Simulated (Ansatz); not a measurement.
## A family in space group Fm-3m

These are results of DFT, PBEsol, all-electron LAPW, scalar-relativistic (Ansatz 0.2.0), not measurements.

All cells have space group Fm-3m and are held fixed (conventional cell and sites). Prototypes and MP cells are computed structures that needn't be known or stable phases of these compounds. Gaps are the smallest over the k mesh and a high-symmetry path; Bader charges come from PAW runs of the same cells. Semilocal functionals give too small gaps and can close them; gaps under 0.4 eV may also close off the mesh.

AgCl: a = 5.55 Å, b = 5.55 Å, c = 5.55 Å; Ag 4b (0.500 0.000 0.000), Cl 4a (0.000 0.000 0.000); 9×9×9 mesh, smearing 0.01 eV, COD 9011666, reported
KCl: a = 6.31 Å, b = 6.31 Å, c = 6.31 Å; K 4a (0.000 0.000 0.000), Cl 4b (0.500 0.000 0.000); 7×7×7 mesh, smearing 0.03 eV, COD 9003114, measured
RbCl: a = 6.62 Å, b = 6.62 Å, c = 6.62 Å; Rb 4a (0.000 0.000 0.000), Cl 4b (0.500 0.000 0.000); 8×8×8 mesh, smearing 0.02 eV, MP-relaxed cell mp-23295

| compound | P (GPa) | gap (eV) | Bader charges (e) |
| --- | --- | --- | --- |
| AgCl | -2.6 | 0.73 | Ag +0.56, Cl -0.56 |
| KCl | -0.6 | 5.00 | K +0.84, Cl -0.84 |

(1) Predict the row of RbCl (its pressure aside) (no spin polarisation).

## Answers

(1) Gap (eV): 4.80, Bader charges (e): Rb +0.84, Cl -0.84.
